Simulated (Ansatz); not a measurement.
An input for Ansatz 0.2.0 (Pd):

Contents of input.yaml:

```yaml
crystal:
  lattice:
    - [0.0, 1.8069705329, 1.8069705329]
    - [1.8069705329, 0.0, 1.8069705329]
    - [1.8069705329, 1.8069705329, 0.0]
  atoms:
    - { symbol: Pd, position: [0.0, 0.0, 0.0] }
kpoints:
  mp_grid: { grid: [5, 5, 5] }
scf:
  occupations: { method: methfessel_paxton, width: 0.005 }
hamiltonian:
  xc: { preset: hse06, exx: { coeff: 0.25, omega: 0.3 } }
  pseudopotentials: { kind: all_electron, datasets: crystal }
output:
  forces: true
  stress: true
  elf: true
  volumetric_format: npy
```

Potentials or basis: all-electron PAW datasets made for the crystal.

Run with:

```sh
$ ansatz run input.yaml --threads 1 --pin off --max-ram 2560MiB --backend cpu --events-out ev --progress --plain --runs-dir out
```

What does the program do with it?

The run stopped without a result. It printed:

Output:

```text
Error: hamiltonian.pseudopotentials.datasets: crystal, beside a feature not held to (scf.occupations.method: methfessel_paxton; output.elf: true) — the datasets of this kind: all_electron run are made for its crystal, and no such run has been held to what stands beside, or a reason given rules it out; change each as told or leave it out, or set another kind (and leave the keys of all_electron out)
```
